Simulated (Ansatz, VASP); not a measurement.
## Two plane-wave programs on Ca2Se

```xyz
3
Lattice="2.8807 0.0000 0.0000 -1.4403 2.4947 0.0000 0.0000 0.0000 14.1792" Properties=species:S:1:pos:R:3 pbc="T T T"
Ca    0.0000    1.6632   12.7308
Ca    0.0000    1.6632    1.4483
Se    0.0000    0.0000    0.0000
```

Change from the starting cell: species swapped into the Te2Mo type (P-6m2, No. 187).

Alike in both runs: task relaxation of cell and atoms; functional PBE; k mesh 6 × 6 × 2; occupations gaussian, width 0.1 eV; no spin polarisation.

```csv
,VASP,Ansatz
version,VASP 6.6.1,Ansatz 0.2.0
potentials or method,"VASP PAW PBE potentials, release 64 (Ca_sv, Se)","scalar-relativistic, plane waves, PAW"
plane-wave cutoff (eV),600,420
valence electrons in the cell,26,36
```

|  | VASP | Ansatz | Ansatz less VASP |
| --- | --- | --- | --- |
| gap on the k mesh at the Fermi level, each at its own relaxed structure (eV) | none | none | - |
| relaxed volume (Å³/atom) | 68.67 | 33.49 | -35.174 |
| relaxed cell length with the largest relative difference (Å) | 14.896 | 7.252 | -7.6444 |
| energy change over the relaxation (meV/atom) | -4691 | -4890 | -199.5 |

A gap of «none» marks a metal or a gap that the smearing closes. One of these differences is far larger than is usual between the two programs; its cause wasn't traced. The two sets of potentials don't hold the same shells in valence.

Caveats: the k mesh is coarse (spacing up to 0.42 Å⁻¹), so the values aren't converged; the volume moved by over 15 % at a fixed basis, so the end points are rough (VASP).
